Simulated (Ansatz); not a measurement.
Zn₇F₁₆: nudged elastic band, vacancy jump

Method: DFT PBE, scalar-relativistic, plane waves, PAW in Ansatz 0.2.0. Cutoff 420 eV, Γ-centred 4×4×4 k-points, Gaussian smearing of 0.05 eV. No spin polarisation.

3 inner image(s), climbing immediate, force tolerance 0.05 eV/Å, at most 60 iterations, fixed cell.

The run took 24 min on 4 threads of Intel(R) Xeon(R) Platinum 8259CL CPU @ 2.50GHz (Skylake/Cascade Lake) (shared host), peak memory 3.5 GiB.

Command:
```bash
ansatz run input.yaml --threads 4 --pin off --max-ram 9216MiB --backend cpu --events-out ev --progress --plain --runs-dir out
```

Input:
```yaml
crystal:
  lattice:
    - [4.800251152, -4.800251152, 0.0]
    - [-4.800251152, -4.800251152, 0.0]
    - [0.0, 4.800251152, -6.3503954162]
  atoms:
    - { symbol: Zn, position: [0.0082689711, 1.0082689711, 0.0165379422] }
    - { symbol: Zn, position: [0.75, 0.75, 0.5] }
    - { symbol: Zn, position: [0.4917310289, 0.4917310289, -0.0165379422] }
    - { symbol: Zn, position: [0.622760251, 0.122760251, 0.2455205019] }
    - { symbol: Zn, position: [0.3707071743, 0.8707071743, 0.7414143487] }
    - { symbol: Zn, position: [0.1292928257, 0.6292928257, 0.2585856513] }
    - { symbol: Zn, position: [0.877239749, 0.377239749, 0.7544794981] }
    - { symbol: F, position: [0.75, 0.4440828957, 0.5] }
    - { symbol: F, position: [0.4921446695, 0.1881299947, -0.0157106611] }
    - { symbol: F, position: [0.25, 0.9343430095, 0.5] }
    - { symbol: F, position: [0.0078553305, 0.7038406558, 0.0157106611] }
    - { symbol: F, position: [0.3282462601, 0.110410878, 0.220821756] }
    - { symbol: F, position: [0.0669764267, 0.8782274694, 0.7564549387] }
    - { symbol: F, position: [0.810521488, 0.6217725306, 0.2435450613] }
    - { symbol: F, position: [0.6074245042, 0.389589122, 0.779178244] }
    - { symbol: F, position: [0.75, 0.0559171043, 0.5] }
    - { symbol: F, position: [0.4921446695, 0.7961593442, -0.0157106611] }
    - { symbol: F, position: [0.25, 0.5656569905, 0.5] }
    - { symbol: F, position: [0.0078553305, 0.3118700053, 0.0157106611] }
    - { symbol: F, position: [0.8925754958, 0.110410878, 0.220821756] }
    - { symbol: F, position: [0.689478512, 0.8782274694, 0.7564549387] }
    - { symbol: F, position: [0.4330235733, 0.6217725306, 0.2435450613] }
    - { symbol: F, position: [0.1717537399, 0.389589122, 0.779178244] }
basis:
  ecutwfc: 420
kpoints:
  mp_grid: { grid: [4, 4, 4] }
hamiltonian:
  xc: pbe
scf:
  occupations: { method: gaussian, width: 0.05 }
output:
  forces: true
neb:
  images: 3
  f_tol: 0.05
  max_iterations: 60
  order_check: false
  final_atoms:
    - { symbol: Zn, position: [0.241731062, 1.241731062, 0.4834621239] }
    - { symbol: Zn, position: [0.758268938, 0.758268938, 0.5165378761] }
    - { symbol: Zn, position: [0.5, 0.5, 0.0] }
    - { symbol: Zn, position: [0.6272405322, 0.1272405322, 0.2544810643] }
    - { symbol: Zn, position: [0.3727594678, 0.8727594678, 0.7455189357] }
    - { symbol: Zn, position: [0.1207053381, 0.6207053381, 0.2414106763] }
    - { symbol: Zn, position: [0.8792946619, 0.3792946619, 0.7585893237] }
    - { symbol: F, position: [0.7578512552, 0.4538372053, 0.5157025103] }
    - { symbol: F, position: [0.5, 0.1940835122, 0.0] }
    - { symbol: F, position: [0.2421487448, 0.9381346949, 0.4842974897] }
    - { symbol: F, position: [0.0, 0.6843480076, 0.0] }
    - { symbol: F, position: [0.3574231317, 0.1395885506, 0.2791771012] }
    - { symbol: F, position: [0.0782460305, 0.8604114494, 0.7208228988] }
    - { symbol: F, position: [0.8169768165, 0.6282271608, 0.2564543216] }
    - { symbol: F, position: [0.560522495, 0.3717728392, 0.7435456784] }
    - { symbol: F, position: [0.7578512552, 0.0618653051, 0.5157025103] }
    - { symbol: F, position: [0.5, 0.8059164878, 0.0] }
    - { symbol: F, position: [0.2421487448, 0.5461627947, 0.4842974897] }
    - { symbol: F, position: [0.0, 0.3156519924, 0.0] }
    - { symbol: F, position: [0.9217539695, 0.1395885506, 0.2791771012] }
    - { symbol: F, position: [0.6425768683, 0.8604114494, 0.7208228988] }
    - { symbol: F, position: [0.439477505, 0.6282271608, 0.2564543216] }
    - { symbol: F, position: [0.1830231835, 0.3717728392, 0.7435456784] }
  climbing: immediate
```

Output (its end):
```
...
SCF iter  16: F=—  HF=-36169.329858 eV  |F-HF|=—  |Δ(HF+E_count)|=   4.95e-8  Δρ=2.35e-5  dr2=1.27e-6  ethr=1.08e-9  ⟨swp⟩=1.0  Hψ=4356  notcnv=0
SCF iter  17: F=—  HF=-36169.329858 eV  |F-HF|=—  |Δ(HF+E_count)|=   6.66e-8  Δρ=1.94e-5  dr2=8.89e-7  ethr=6.49e-10  ⟨swp⟩=1.0  Hψ=4356  notcnv=0
SCF iter  18: F=—  HF=-36169.329858 eV  |F-HF|=—  |Δ(HF+E_count)|=   1.62e-8  Δρ=1.59e-5  dr2=5.57e-7  ethr=4.54e-10  ⟨swp⟩=1.0  Hψ=4356  notcnv=0
SCF iter  19: F=—  HF=-36169.329858 eV  |F-HF|=—  |Δ(HF+E_count)|=   3.46e-8  Δρ=1.34e-5  dr2=4.51e-7  ethr=2.84e-10  ⟨swp⟩=1.2  Hψ=4363  notcnv=0
SCF iter  20: F=—  HF=-36169.329858 eV  |F-HF|=—  |Δ(HF+E_count)|=   2.18e-8  Δρ=1.11e-5  dr2=3.00e-7  ethr=2.30e-10  ⟨swp⟩=1.0  Hψ=4356  notcnv=0
SCF iter  21: F=—  HF=-36169.329858 eV  |F-HF|=—  |Δ(HF+E_count)|=   7.22e-9  Δρ=9.49e-6  dr2=2.12e-7  ethr=1.53e-10  ⟨swp⟩=1.5  Hψ=4526  notcnv=0
SCF iter  22: F=—  HF=-36169.329858 eV  |F-HF|=—  |Δ(HF+E_count)|=   1.56e-8  Δρ=7.48e-6  dr2=1.47e-7  ethr=1.08e-10  ⟨swp⟩=1.0  Hψ=4356  notcnv=0
SCF iter  23: F=-36169.329857 eV  HF=-36169.329858 eV  |F-HF|=8.23e-8  |Δ(HF+E_count)|=   4.30e-9  Δρ=5.75e-6  dr2=8.54e-8  ethr=5.10e-11  ⟨swp⟩=2.0  Hψ=11811  notcnv=0
SCF 14 converged in 23 iterations: F = -36169.329857 eV  dr2 = 8.54e-8
NEB iter   4: max|band force component| = 3.488e-1 eV/Å  barrier→ = 1.8001 eV  barrier← = 1.8001 eV  CI = image 2  Δτ_max = 0.0462 Å  (67 SCF iters)
```

The calculation hadn't finished when its time ran out.

Last band, not converged:

```tsv
image	s (Å)	ΔE (eV)
0	0.000	0.000
1	0.848	0.717
2	1.696	1.800
3	2.543	0.717
4	3.391	0.000
```

Highest image over the start 1.800 eV, over the end 1.800 eV. The order of the saddle wasn't checked, and a path that keeps a symmetry can read too high.

By iteration:

```csv
iteration,largest band force component (eV/Å),highest image (eV)
1,9.472,4.428
2,4.326,2.630
3,1.037,1.888
4,0.349,1.800
```

Images of the last band (Å, true forces in eV/Å):

```xyz
23
Lattice="4.800 -4.800 0.000 -4.800 -4.800 0.000 0.000 4.800 -6.350" Properties=species:S:1:pos:R:3:forces:R:3 pbc="T T T" image=0 dE_eV=0.0000
Zn   -4.800   -4.800   -0.105    0.000    0.000    0.000
Zn    0.000   -4.800   -3.175    0.000    0.000    0.000
Zn    0.000   -4.800    0.105    0.000    0.000    0.000
Zn    2.400   -2.400   -1.559    0.000    0.000   -0.001
Zn   -2.400   -2.400   -4.708    0.000    0.000   -0.004
Zn   -2.400   -2.400   -1.642    0.000    0.000    0.004
Zn    2.400   -2.400   -4.791    0.000    0.000    0.001
F     1.468   -3.332   -3.175    0.000    0.000    0.000
F     1.459   -3.341    0.100    0.001    0.001    0.002
F    -3.285   -3.285   -3.175    0.002    0.002    0.000
F    -3.341   -3.341   -0.100    0.001    0.001   -0.002
F     1.046   -1.046   -1.402   -0.001    0.001    0.001
F    -3.894   -0.906   -4.804    0.000    0.000   -0.001
F     0.906   -5.706   -1.547    0.000    0.000    0.001
F     1.046   -1.046   -4.948   -0.001    0.001   -0.001
F     3.332   -1.468   -3.175    0.000    0.000    0.000
F    -1.459   -6.260    0.100   -0.001   -0.001    0.002
F    -1.515   -1.515   -3.175   -0.002   -0.002    0.000
F    -1.459   -1.459   -0.100   -0.001   -0.001   -0.002
F     3.755   -3.755   -1.402    0.001   -0.001    0.001
F    -0.906   -3.894   -4.804    0.000    0.000   -0.001
F    -0.906   -3.894   -1.547    0.000    0.000    0.001
F    -1.046    1.046   -4.948    0.001   -0.001   -0.001
23
Lattice="4.800 -4.800 0.000 -4.800 -4.800 0.000 0.000 4.800 -6.350" Properties=species:S:1:pos:R:3:forces:R:3 pbc="T T T" image=1 dE_eV=0.7175
Zn   -4.800   -4.800   -0.757    0.000    0.000    1.480
Zn    0.000   -4.800   -3.223    0.000    0.000    0.123
Zn    0.000   -4.800    0.103    0.000    0.000   -0.085
Zn    2.400   -2.400   -1.619    0.000    0.000    0.226
Zn   -2.400   -2.400   -4.632    0.000    0.000   -0.086
Zn   -2.400   -2.400   -1.611    0.000    0.000   -0.065
Zn    2.400   -2.400   -4.841    0.000    0.000    0.208
F     1.460   -3.340   -3.248   -0.020   -0.020   -0.055
F     1.465   -3.335    0.100    0.014    0.014   -0.032
F    -3.323   -3.323   -3.037    0.047    0.047   -0.131
F    -3.386   -3.386   -0.151   -0.085   -0.085   -0.010
F     1.118   -1.118   -1.624   -0.075    0.075   -0.457
F    -3.795   -1.005   -4.608   -0.043    0.043   -0.176
F     0.889   -5.689   -1.557    0.021   -0.021    0.004
F     1.049   -1.049   -4.970    0.033   -0.033   -0.043
F     3.340   -1.460   -3.248    0.020    0.020   -0.055
F    -1.465   -6.265    0.100   -0.014   -0.014   -0.032
F    -1.477   -1.477   -3.037   -0.047   -0.047   -0.131
F    -1.414   -1.414   -0.151    0.085    0.085   -0.010
F     3.683   -3.683   -1.624    0.075   -0.075   -0.457
F    -1.005   -3.795   -4.608    0.043   -0.043   -0.176
F    -0.889   -3.912   -1.557   -0.021    0.021    0.004
F    -1.049    1.049   -4.970   -0.033    0.033   -0.043
23
Lattice="4.800 -4.800 0.000 -4.800 -4.800 0.000 0.000 4.800 -6.350" Properties=species:S:1:pos:R:3:forces:R:3 pbc="T T T" image=2 dE_eV=1.8001
Zn   -4.800   -4.800   -1.588    0.000    0.000    0.000
Zn    0.000   -4.800   -3.251    0.000    0.000    0.065
Zn    0.000   -4.800    0.076    0.000    0.000   -0.065
Zn    2.400   -2.400   -1.588    0.000    0.000    0.000
Zn   -2.400   -2.400   -4.624    0.000    0.000   -0.194
Zn   -2.400   -2.400   -1.588    0.000    0.000    0.000
Zn    2.400   -2.400   -4.902    0.000    0.000    0.194
F     1.463   -3.337   -3.274   -0.033   -0.033   -0.038
F     1.463   -3.337    0.099   -0.033   -0.033    0.038
F    -3.371   -3.371   -2.993   -0.078   -0.078    0.063
F    -3.371   -3.371   -0.182   -0.078   -0.078   -0.063
F     1.184   -1.184   -1.588    0.033   -0.033    0.000
F    -3.762   -1.039   -4.554    0.049   -0.049   -0.008
F     0.884   -5.684   -1.588    0.015   -0.015    0.000
F     1.039   -1.039   -4.972    0.049   -0.049    0.008
F     3.337   -1.463   -3.274    0.033    0.033   -0.038
F    -1.463   -6.263    0.099    0.033    0.033    0.038
F    -1.430   -1.430   -2.993    0.078    0.078    0.063
F    -1.430   -1.430   -0.182    0.078    0.078   -0.063
F     3.617   -3.617   -1.588   -0.033    0.033    0.000
F    -1.039   -3.762   -4.554   -0.049    0.049   -0.008
F    -0.884   -3.916   -1.588   -0.015    0.015    0.000
F    -1.039    1.039   -4.972   -0.049    0.049    0.008
23
Lattice="4.800 -4.800 0.000 -4.800 -4.800 0.000 0.000 4.800 -6.350" Properties=species:S:1:pos:R:3:forces:R:3 pbc="T T T" image=3 dE_eV=0.7175
Zn   -4.800   -4.800   -2.418    0.000    0.000   -1.480
Zn    0.000   -4.800   -3.278    0.000    0.000    0.085
Zn    0.000   -4.800    0.047    0.000    0.000   -0.123
Zn    2.400   -2.400   -1.556    0.000    0.000   -0.226
Zn   -2.400   -2.400   -4.684    0.000    0.000   -0.208
Zn   -2.400   -2.400   -1.565    0.000    0.000    0.065
Zn    2.400   -2.400   -4.894    0.000    0.000    0.085
F     1.465   -3.335   -3.275    0.014    0.014    0.032
F     1.460   -3.340    0.073   -0.020   -0.020    0.055
F    -3.386   -3.386   -3.024   -0.085   -0.085    0.010
F    -3.323   -3.323   -0.138    0.047    0.047    0.131
F     1.118   -1.118   -1.551   -0.075    0.075    0.457
F    -3.751   -1.049   -4.555    0.033   -0.033    0.043
F     0.889   -5.689   -1.618    0.021   -0.021   -0.004
F     1.005   -1.005   -4.917   -0.043    0.043    0.176
F     3.335   -1.465   -3.275   -0.014   -0.014    0.032
F    -1.460   -6.260    0.073    0.020    0.020    0.055
F    -1.414   -1.414   -3.024    0.085    0.085    0.010
F    -1.477   -1.477   -0.138   -0.047   -0.047    0.131
F     3.683   -3.683   -1.551    0.075   -0.075    0.457
F    -1.049   -3.751   -4.555   -0.033    0.033    0.043
F    -0.889   -3.912   -1.618   -0.021    0.021   -0.004
F    -1.005    1.005   -4.917    0.043   -0.043    0.176
23
Lattice="4.800 -4.800 0.000 -4.800 -4.800 0.000 0.000 4.800 -6.350" Properties=species:S:1:pos:R:3:forces:R:3 pbc="T T T" image=4 dE_eV=0.0000
Zn   -4.800   -4.800   -3.070    0.000    0.000    0.000
Zn    0.000   -4.800   -3.280    0.000    0.000    0.000
Zn    0.000   -4.800    0.000    0.000    0.000    0.000
Zn    2.400   -2.400   -1.616    0.000    0.000    0.002
Zn   -2.400   -2.400   -4.734    0.000    0.000   -0.002
Zn   -2.400   -2.400   -1.533    0.000    0.000   -0.004
Zn    2.400   -2.400   -4.817    0.000    0.000    0.004
F     1.459   -3.341   -3.275    0.001    0.001   -0.003
F     1.468   -3.332    0.000    0.000    0.000    0.000
F    -3.341   -3.341   -3.075    0.001    0.001    0.003
F    -3.285   -3.285    0.000    0.002    0.002    0.000
F     1.046   -1.046   -1.773   -0.001    0.001   -0.001
F    -3.755   -1.046   -4.578   -0.001    0.001    0.001
F     0.906   -5.706   -1.629    0.000    0.000   -0.001
F     0.906   -0.906   -4.722    0.000    0.000    0.001
F     3.341   -1.459   -3.275   -0.001   -0.001   -0.003
F    -1.468   -6.269    0.000    0.000    0.000    0.000
F    -1.459   -1.459   -3.075   -0.001   -0.001    0.003
F    -1.515   -1.515    0.000   -0.002   -0.002    0.000
F     3.755   -3.755   -1.773    0.001   -0.001   -0.001
F    -1.046   -3.755   -4.578    0.001   -0.001    0.001
F    -0.906   -3.894   -1.629    0.000    0.000   -0.001
F    -0.906    0.906   -4.722    0.000    0.000    0.001
```